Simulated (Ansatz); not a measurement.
## Relaxing wurtzite SiC, size series (144 atoms)

Aim: bring wurtzite SiC, size series (144 atoms) to a nearby minimum of the energy and see what moves.

Calculated with Ansatz 0.2.0; Kohn-Sham DFT, PBE, PAW (set soft_2), plane waves.

Most raw output is cut from this account.

### Step 1. The structure

The cell holds 144 atoms: 72 Si and 72 C. Its edges and angles: a = 9.228 Å, b = 9.228 Å, c = 20.192 Å, α = 90.0°, β = 90.0°, γ = 120.0°. It derives from SiC (wurtzite), repeated 3×3×4. Wurtzite SiC (a = 3.076 Å, c = 5.048 Å), 3 x 3 x 4 conventional cells; ideal positions.

What the set-up can't give: Only the Γ point is sampled, in a cell whose shortest periodic width is 8 Å.

### Step 2. Single point at the start

The forces at the start show how far the geometry lies from a minimum of this functional.

Contents of input.yaml:

```yaml
crystal:
  lattice:
    - [9.228, 0.0, 0.0]
    - [-4.614, 7.99168, 0.0]
    - [0.0, 0.0, 20.192]
  atoms:
    - { symbol: Si, position: [0.0, 0.0, 0.0] }
    - { symbol: C, position: [0.11111, 0.22222, 0.03125] }
    - { symbol: Si, position: [0.11111, 0.22222, 0.125] }
    - { symbol: C, position: [0.0, 0.0, 0.15625] }
    - { symbol: Si, position: [0.0, 0.0, 0.25] }
    - { symbol: C, position: [0.11111, 0.22222, 0.28125] }
    - { symbol: Si, position: [0.11111, 0.22222, 0.375] }
    - { symbol: C, position: [0.0, 0.0, 0.40625] }
    - { symbol: Si, position: [0.0, 0.0, 0.5] }
    - { symbol: C, position: [0.11111, 0.22222, 0.53125] }
    - { symbol: Si, position: [0.11111, 0.22222, 0.625] }
    - { symbol: C, position: [0.0, 0.0, 0.65625] }
    - { symbol: Si, position: [0.0, 0.0, 0.75] }
    - { symbol: C, position: [0.11111, 0.22222, 0.78125] }
    - { symbol: Si, position: [0.11111, 0.22222, 0.875] }
    - { symbol: C, position: [0.0, 0.0, 0.90625] }
    - { symbol: Si, position: [0.0, 0.33333, 0.0] }
    - { symbol: C, position: [0.11111, 0.55556, 0.03125] }
    - { symbol: Si, position: [0.11111, 0.55556, 0.125] }
    - { symbol: C, position: [0.0, 0.33333, 0.15625] }
    - { symbol: Si, position: [0.0, 0.33333, 0.25] }
    - { symbol: C, position: [0.11111, 0.55556, 0.28125] }
    - { symbol: Si, position: [0.11111, 0.55556, 0.375] }
    - { symbol: C, position: [0.0, 0.33333, 0.40625] }
    - { symbol: Si, position: [0.0, 0.33333, 0.5] }
    - { symbol: C, position: [0.11111, 0.55556, 0.53125] }
    - { symbol: Si, position: [0.11111, 0.55556, 0.625] }
    - { symbol: C, position: [0.0, 0.33333, 0.65625] }
    - { symbol: Si, position: [0.0, 0.33333, 0.75] }
    - { symbol: C, position: [0.11111, 0.55556, 0.78125] }
    - { symbol: Si, position: [0.11111, 0.55556, 0.875] }
    - { symbol: C, position: [0.0, 0.33333, 0.90625] }
    [... 106 atom lines left out ...]
    - { symbol: Si, position: [0.77778, 0.88889, 0.625] }
    - { symbol: C, position: [0.66667, 0.66667, 0.65625] }
    - { symbol: Si, position: [0.66667, 0.66667, 0.75] }
    - { symbol: C, position: [0.77778, 0.88889, 0.78125] }
    - { symbol: Si, position: [0.77778, 0.88889, 0.875] }
    - { symbol: C, position: [0.66667, 0.66667, 0.90625] }
kpoints:
  mp_grid: { grid: [1, 1, 1] }
hamiltonian:
  xc: pbe
scf:
  occupations: { method: gaussian, width: 0.025 }
output:
  forces: true
  stress: true
  populations: intrinsic
  dos:
    method: { smearing: { sigma: 0.08 } }
    de: 0.1
    projected: { site_lists: { C: [C], Si: [Si] } }
  eigenvalues: true
```

On the command line:

```bash
> ansatz run input.yaml --threads 4 --pin off --max-ram 8192MiB --backend cpu --events-out ev --progress --plain --runs-dir out
```

The job ended after 21 s (4 threads of Arm Neoverse V2, shared host; peak memory 2 GiB; 80 s of CPU time).

The program notes that positions were snapped to a detected symmetry.

Numbers from this run:

- free energy: -63855.8888 eV
- free energy per atom: -443.4437 eV/atom
- SCF cycles: 6
- pressure: 4.215 GPa
- r.m.s. force component: 0.1142 eV/Å
- longest force: 0.1977 eV/Å
- Fermi energy: 10.82 eV
- gap (highest filled to lowest empty level): 2.176 eV

The r.m.s. force component of 0.11 eV/Å and the pressure of 4.2 GPa set the starting point.

Length of the force by element:

```
element  coordination  atoms  mean length of the force (eV/Å)  spread  least   most
      C           all     72                            0.198       0  0.198  0.198
     Si           all     72                            0.198       0  0.198  0.198
```

### Step 3. Relaxation

With the cell held, the atoms are moved downhill towards a nearby minimum.

input.yaml, the sections that differ from step 2:

```yaml
output:
  forces: true
relax:
  f_tol: 0.05
  max_steps: 200
# crystal, kpoints, hamiltonian, scf: as in step 2
```

The job ended after 30 s (4 threads; peak memory 1.9 GiB).

Step by step:

```
step  energy less that of the first step (eV)  largest force component (eV/Å)
   1                                   0.0000                          0.1977
   2                                  -0.0453                          0.1284
   3                                  -0.0791                          0.0025
```

The run keeps the 432 symmetry operations that it works with, so distortions that break them were not tested.

The relaxation changed the energy by -0.549 meV/atom, and atoms moved by 0.005 Å r.m.s., 0.005 Å at most.

### Step 4. Local order after relaxation

Bonds before and after, by the cutoffs listed below:

| pair | bonds before | bonds after | mean before (Å) | mean after (Å) | spread before (Å) | spread after (Å) |
| --- | --- | --- | --- | --- | --- | --- |
| C-Si | 288 | 288 | 1.887 | 1.887 | 0.004 | 0.010 |

Density 3.22 g/cm³, 10.34 Å³ an atom.

g(r), total and by pair (bins of 0.1 Å):

```csv
r (Å),total,C-C,C-Si,Si-Si
1.75,0.00,0.00,0.00,0.00
1.85,7.02,0.00,14.00,0.00
1.95,2.22,0.00,4.44,0.00
2.05,0.00,0.00,0.00,0.00
2.15,0.00,0.00,0.00,0.00
2.25,0.00,0.00,0.00,0.00
2.35,0.00,0.00,0.00,0.00
2.45,0.00,0.00,0.00,0.00
2.55,0.00,0.00,0.00,0.00
2.65,0.00,0.00,0.00,0.00
2.75,0.00,0.00,0.00,0.00
2.85,0.00,0.00,0.00,0.00
2.95,0.00,0.00,0.00,0.00
3.05,10.40,20.90,0.00,20.90
3.15,0.84,0.00,1.69,0.00
3.25,0.00,0.00,0.00,0.00
3.35,0.00,0.00,0.00,0.00
3.45,0.00,0.00,0.00,0.00
3.55,0.00,0.00,0.00,0.00
3.65,5.64,0.00,11.30,0.00
3.75,0.00,0.00,0.00,0.00
3.85,0.00,0.00,0.00,0.00
3.95,0.00,0.00,0.00,0.00
4.05,0.00,0.00,0.00,0.00
4.15,0.00,0.00,0.00,0.00
4.25,0.00,0.00,0.00,0.00
4.35,5.16,5.16,5.16,5.16
4.45,0.00,0.00,0.00,0.00
4.55,0.00,0.00,0.00,0.00
4.65,0.00,0.00,0.00,0.00
4.75,3.29,0.00,6.59,0.00
4.85,0.00,0.00,0.00,0.00
4.95,0.00,0.00,0.00,0.00
5.05,0.65,1.30,0.00,1.30
5.15,0.00,0.00,0.00,0.00
5.25,0.00,0.00,0.00,0.00
5.35,5.22,10.40,0.00,10.40
5.45,0.00,0.00,0.00,0.00
5.55,0.00,0.00,0.00,0.00
5.65,2.30,0.00,4.60,0.00
5.75,0.00,0.00,0.00,0.00
5.85,0.00,0.00,0.00,0.00
5.95,3.52,5.63,1.41,5.63
6.05,0.00,0.00,0.00,0.00
```

Bonds by pair of elements; cutoffs follow the first minimum of g(r), held within bounds set by covalent radii, and pairs that aren't listed don't count as bonded:

| pair A-B | cutoff (Å) | bonds | mean length (Å) | spread (Å) | shortest (Å) | B about A | A about B |
| --- | --- | --- | --- | --- | --- | --- | --- |
| C-Si | 2.28 | 288 | 1.89 | 0.01 | 1.88 | 4 | 4 |

How many atoms have how many bonded neighbours:

| element | mean | 4 |
| --- | --- | --- |
| C | 4 | 72 |
| Si | 4 | 72 |

Bond angles, per cent of each kind in bins of 5°:

```csv
angle (°),Si-C-Si,C-Si-C
105–110,100.0,100.0
```

Bond angles (no mean is given where the spread exceeds 20°):

```csv
angle,count,mean (°),spread (°)
Si-C-Si,432,110,0.2
C-Si-C,432,110,0.2
```

Rings of the network by King's shortest-path rule, up to 12 atoms, one path for each pair of neighbours; H, halogens, alkali and alkaline-earth atoms are left out, and the last column divides by all other atoms, bonded or not:

```csv
ring size (atoms),rings,per network atom
6,273,1.90
```

First main peaks of g(r), for some of the pairs, lie near 3.08 Å (C-C), 1.89 Å (C-Si) and 3.08 Å (Si-Si). Counting bonds as in the table, all C atoms have 4 and all Si atoms have 4 bonded neighbours. The Si-C-Si angle averages 110° with a spread of 0.2°. All rings counted have 6 atoms.

### Step 5. Single point at the relaxed geometry

The electronic structure is read at the final geometry, in a run of its own.

Contents of input.yaml:

```yaml
crystal:
  lattice:
    - [9.228, 0.0, 0.0]
    - [-4.614, 7.99168, 0.0]
    - [0.0, 0.0, 20.192]
  atoms:
    - { symbol: Si, position: [1.0, 1.0, 0.00027] }
    - { symbol: C, position: [0.11111, 0.22222, 0.03098] }
    - { symbol: Si, position: [0.11111, 0.22222, 0.12527] }
    - { symbol: C, position: [1.0, 1.0, 0.15598] }
    - { symbol: Si, position: [1.0, 1.0, 0.25027] }
    - { symbol: C, position: [0.11111, 0.22222, 0.28098] }
    - { symbol: Si, position: [0.11111, 0.22222, 0.37527] }
    - { symbol: C, position: [1.0, 1.0, 0.40598] }
    - { symbol: Si, position: [1.0, 1.0, 0.50027] }
    - { symbol: C, position: [0.11111, 0.22222, 0.53098] }
    - { symbol: Si, position: [0.11111, 0.22222, 0.62527] }
    - { symbol: C, position: [1.0, 1.0, 0.65598] }
    - { symbol: Si, position: [1.0, 1.0, 0.75027] }
    - { symbol: C, position: [0.11111, 0.22222, 0.78098] }
    - { symbol: Si, position: [0.11111, 0.22222, 0.87527] }
    - { symbol: C, position: [1.0, 1.0, 0.90598] }
    - { symbol: Si, position: [1.0, 0.33333, 0.00027] }
    - { symbol: C, position: [0.11111, 0.55556, 0.03098] }
    - { symbol: Si, position: [0.11111, 0.55556, 0.12527] }
    - { symbol: C, position: [1.0, 0.33333, 0.15598] }
    - { symbol: Si, position: [1.0, 0.33333, 0.25027] }
    - { symbol: C, position: [0.11111, 0.55556, 0.28098] }
    - { symbol: Si, position: [0.11111, 0.55556, 0.37527] }
    - { symbol: C, position: [1.0, 0.33333, 0.40598] }
    - { symbol: Si, position: [1.0, 0.33333, 0.50027] }
    - { symbol: C, position: [0.11111, 0.55556, 0.53098] }
    - { symbol: Si, position: [0.11111, 0.55556, 0.62527] }
    - { symbol: C, position: [1.0, 0.33333, 0.65598] }
    - { symbol: Si, position: [1.0, 0.33333, 0.75027] }
    - { symbol: C, position: [0.11111, 0.55556, 0.78098] }
    - { symbol: Si, position: [0.11111, 0.55556, 0.87527] }
    - { symbol: C, position: [1.0, 0.33333, 0.90598] }
    [... 106 atom lines left out ...]
    - { symbol: Si, position: [0.77778, 0.88889, 0.62527] }
    - { symbol: C, position: [0.66667, 0.66667, 0.65598] }
    - { symbol: Si, position: [0.66667, 0.66667, 0.75027] }
    - { symbol: C, position: [0.77778, 0.88889, 0.78098] }
    - { symbol: Si, position: [0.77778, 0.88889, 0.87527] }
    - { symbol: C, position: [0.66667, 0.66667, 0.90598] }
kpoints:
  mp_grid: { grid: [1, 1, 1] }
hamiltonian:
  xc: pbe
scf:
  occupations: { method: gaussian, width: 0.025 }
output:
  forces: true
  stress: true
  populations: true
  dos:
    method: { smearing: { sigma: 0.1 } }
    de: 0.1
    projected: { site_lists: { C: [C], Si: [Si] } }
  eigenvalues: true
  write_density: true
  write_potential: true
  volumetric_format: npy
  elf: true
```

Run time: 23 s. Hardware: 4 threads; peak memory 1.9 GiB.

Numbers from this run:

| Property | Result |
| --- | --- |
| free energy | -63855.9678 eV |
| free energy per atom | -443.4442 eV/atom |
| SCF cycles | 6 |
| pressure | 4.207 GPa |
| r.m.s. force component | 0.00294 eV/Å |
| longest force | 0.0051 eV/Å |
| Fermi energy | 10.83 eV |
| gap (highest filled to lowest empty level) | 2.253 eV |
| spilling of the projection | 0.01005 |

Löwdin charges by element (they lack the spilled electrons, 0.040 e an atom on average):

```csv
element,coordination,atoms,mean charge (e),spread,least,most
C,all,72,-1.02,0,-1.02,-1.02
Si,all,72,1.10,0,1.10,1.10
```

States in the cell by windows of 1 eV, zero at the Fermi level; the larger projections on atomic orbitals stand beside the total:

```csv
from (eV),to (eV),total,C p,Si p,Si s,C s
-10,-9,3.7,1.9,0.8,1.0,0.0
-9,-8,62.8,30.8,8.4,19.0,4.4
-8,-7,55.4,27.7,15.8,6.9,4.7
-7,-6,52.4,28.2,14.7,4.5,4.5
-6,-5,37.9,22.4,10.0,2.3,2.8
-5,-4,22.9,14.9,7.3,0.3,0.2
-4,-3,82.5,55.1,24.2,1.3,1.0
-3,-2,90.9,69.0,19.1,0.6,0.6
-2,-1,23.2,20.4,2.0,0.0,0.0
-1,0,0.1,0.1,0.0,0.0,0.0
0,1,0.3,0.1,0.2,0.0,0.0
1,2,4.4,0.8,2.3,0.1,0.1
2,3,67.4,5.7,30.2,9.3,11.4
3,4,49.5,4.6,19.9,4.6,9.4
4,5,19.1,3.8,6.4,3.1,1.6
```

Between -17 and -10 eV lie 144 more states.

The levels nearest the highest filled one (over half full), pooled over k-points and spins:

| level less the highest filled one (eV) | occupation |
| --- | --- |
| -0.223 | 2 |
| -0.223 | 2 |
| -0.223 | 2 |
| -0.0535 | 2 |
| 0 | 2 |
| 0 | 2 |
| 2.25 | 0 |
| 2.25 | 0 |
| 3.30 | 0 |
| 3.30 | 0 |
| 3.30 | 0 |
| 3.30 | 0 |

Electrostatic potential energy in the ac plane at fractional y = 0.000, with atoms of Si and C within 0.2 Å of it. With pseudopotentials it is smooth inside the atoms' cores, unlike the true potential.

Ten even steps from '_' (-45 eV) to '@' (11 eV), each cell a mean:
```
::==##@@@@@@%%++::::++%%@@@@@@##==::--**@@@@@@@@**--
--**@@@@@@@@@@##====##@@@@@@@@@@**--++%%@@@@@@@@%%++
..==%%%%%%%%%%++....**%%%%%%%%%%--..--##%%%%%%%%##::
@@@@@@@@%%%%@@@@@@@@@@@@%%%%@@@@@@@@@@@@@@%%%%@@@@@@
%%@@@@@@@@@@@@@@%%%%@@@@@@@@@@@@@@%%@@@@@@@@@@@@@@@@
__::##@@@@@@##--____==%%@@@@@@**..__..++%%@@@@%%++__
::==##@@@@@@%%++::::++%%@@@@@@##==::--**@@@@@@@@**--
--**@@@@@@@@@@##====##@@@@@@@@@@**--++%%@@@@@@@@%%++
..==%%%%%%%%%%++....**%%%%%%%%%%--..--##%%%%%%%%##::
@@@@@@@@%%%%@@@@@@@@@@@@%%%%@@@@@@@@@@@@@@%%%%@@@@@@
%%@@@@@@@@@@@@@@%%%%@@@@@@@@@@@@@@%%@@@@@@@@@@@@@@%%
__::##@@@@@@##--____==%%@@@@@@**::__..++%%@@@@%%++..
::==##@@@@@@%%++::::++%%@@@@@@##==::--**@@@@@@@@**--
--**@@@@@@@@@@##====##@@@@@@@@@@**--++%%@@@@@@@@%%++
..==%%%%%%%%%%++....**%%%%%%%%%%--..--##%%%%%%%%##::
@@@@@@@@%%%%@@@@@@@@@@@@%%%%@@@@@@@@@@@@@@%%%%@@@@@@
%%@@@@@@@@@@@@@@%%%%@@@@@@@@@@@@@@%%%%@@@@@@@@@@@@%%
__::##@@@@@@##--____==%%@@@@@@**::__..++%%@@@@%%++..
::==##@@@@@@%%++::::++%%@@@@@@##==::--**@@@@@@@@**--
--**@@@@@@@@@@##====##@@@@@@@@@@**--++%%@@@@@@@@%%++
..==%%%%%%%%%%++....**%%%%%%%%%%--..--##%%%%%%%%##::
@@@@@@@@%%%%@@@@@@@@@@@@%%%%@@@@@@@@@@@@@@%%%%@@@@@@
%%@@@@@@@@@@@@@@%%%%@@@@@@@@@@@@@@%%@@@@@@@@@@@@@@%%
__::##@@@@@@##--____==%%@@@@@@**..__..++%%@@@@%%++__
```
Columns run along a (9.2 Å; values clipped at the 3rd and 97th percentile), rows up along c (20.2 Å). Atoms in or near the plane, at fractional coordinates: Si at (0.00, 0.00), C at (0.00, 0.16), Si at (0.00, 0.25), C at (0.00, 0.41), Si at (0.00, 0.50), C at (0.00, 0.66), Si at (0.00, 0.75), C at (0.00, 0.91), Si at (0.33, 0.00), C at (0.33, 0.16), Si at (0.33, 0.25), C at (0.33, 0.41), Si at (0.33, 0.50), C at (0.33, 0.66) and more.

ELF in the ac plane at fractional y = 0.000, with atoms of Si and C within 0.2 Å of it. It is the smooth field of the valence electrons, not physical close to the nuclei.

Ten even steps from '0' (0.13) to '9' (0.83), each cell a mean:
```
64421244554321345654312345
78730268778610378788501588
27973698339953896259944995
23332333223322333233322332
01356542002455531003455420
13887884115988982127988961
65421244554321345654312345
78730268778610378788401588
27973698339953896259944995
23332333223322333233322332
01356542002455531003455420
13887884115988882127988961
65421244554421345654312345
78730268778610378788401588
27973698339953896259944995
23332333223322333233322332
01356542002455531003455420
13887884115988982127988961
65421244554321345654312345
78730268778610378788501588
27973698339953896259944995
23332333223322333233322332
01356542002455531003455420
13898894115988982127988961
```
Columns run along a (9.2 Å), rows up along c (20.2 Å). Atoms in or near the plane, at fractional coordinates: Si at (0.00, 0.00), C at (0.00, 0.16), Si at (0.00, 0.25), C at (0.00, 0.41), Si at (0.00, 0.50), C at (0.00, 0.66), Si at (0.00, 0.75), C at (0.00, 0.91), Si at (0.33, 0.00), C at (0.33, 0.16), Si at (0.33, 0.25), C at (0.33, 0.41), Si at (0.33, 0.50), C at (0.33, 0.66) and more.

Mean Löwdin charges: C -1.02, Si +1.10 e (they miss 1.0 % of the electrons, so they add up to more than the cell's charge). The largest share in the top eV of filled states is C p (88 % of the projected weight), and in the lowest eV of empty states Si p (56 % of the projected weight).

Local excerpt of 10 atoms (numbers count through the whole input) about C116, picked at random; x, y, z are measured from there.

```
 atom      x      y      z  distance (Å)  bonds  Löwdin charge (e)
 C116   0.00   0.00   0.00          0.00      4              -1.02
 Si99   1.54  -0.89  -0.62          1.88      4               1.10
Si115   0.00   1.78  -0.62          1.88      4               1.10
 Si51  -1.54  -0.89  -0.62          1.88      4               1.10
Si117   0.00   0.00   1.90          1.90      4               1.10
 C100   1.54  -2.66   0.00          3.08      4              -1.02
  C20   3.08   0.00   0.00          3.08      4              -1.02
  C36   1.54   2.66   0.00          3.08      4              -1.02
  C52  -1.54  -2.66   0.00          3.08      4              -1.02
 C132  -1.54   2.66   0.00          3.08      4              -1.02
```

The column of bonds counts only the pairs C-Si within 2.28 Å; other neighbours, such as metal atoms beside each other in a compound, aren't counted, and periodic images can show an atom twice.

### Step 6. A run with a doubtful setting

A doubtful change is made on purpose, to see how the program answers.

Contents of input.yaml:

```yaml
crystal:
  lattice:
    - [9.228, 0.0, 0.0]
    - [-4.614, 7.99168, 0.0]
    - [0.0, 0.0, 20.192]
  atoms:
    [... the 144 atom lines of step 2 ...]
kpoints:
  mp_grid: { grid: [1, 1, 1] }
hamiltonian:
  xc: pbe
scf:
  occupations: { method: gaussian, width: 0.025 }
  max_iter: 100
output:
  forces: true
basis:
  ENCUT: 0.3
```

It took 0.02 s on 4 threads; peak memory 0.022 GiB.

The program refused the input before any cycle.

The program's message: “Error: YAML parse error: error: line 161 column 3: unknown field `ENCUT`, expected one of ecutwfc, ecutrho_ratio, smooth_cutoff_half_width, xc_grid, low_memory, fft_grid_basis, precision, gaussian, sp …”

The fault in the input: a keyword of another program (basis.ENCUT = 0.3). The fix is to take the foreign keyword out.

### Step 7. Summary of results

| Property | Result |
| --- | --- |
| energy change in the relaxation | -0.549 meV/atom |
| r.m.s. displacement | 0.005 Å |
| largest displacement | 0.005 Å |
| free energy per atom | -443.4442 eV/atom |
| density | 3.219 g/cm³ |
| pressure | 4.207 GPa |
| r.m.s. force component | 0.00294 eV/Å |
| gap (highest filled to lowest empty level) | 2.253 eV |
| wall time of the 3 DFT runs | 73 s |

**Reading.** Relaxation lowers the energy by 0.549 meV/atom and moves atoms by 0.005 Å r.m.s.; the r.m.s. force component goes from 0.11 to 0.0029 eV/Å, the pressure goes from 4.2 to 4.2 GPa, and the gap from 2.18 to 2.25 eV. By the final cutoffs no bond was broken or made. First to last step the energy falls by 0.079 eV; the largest move, 0.005 Å, is that of Si1, with 143 other atoms within 2 % of it. Counting bonds as in the table, all C atoms have 4 and all Si atoms have 4 bonded neighbours. The highest filled and lowest empty levels differ by 2.25 eV at Γ alone; the mesh holds the band edges only if they fold onto it, so the gap at this level can be narrower or closed, while semilocal functionals tend to narrow gaps against experiment.

**Limits.** The stress is far from hydrostatic: its diagonal is 6.1, 6.1, 0.4 GPa, compression counted positive. The pressure of 4.2 GPa says that the cell would expand at this level of theory.

[Logs are printed without paths, hosts, clocks, repeated set-up lines and the standing remarks that a program may print on its own settings, such as how far it seeks lower states.]

[Hosts, paths, dates, database ids (printed as entryN), source tags and the programs' standing remarks are cut or masked in the printed files.]
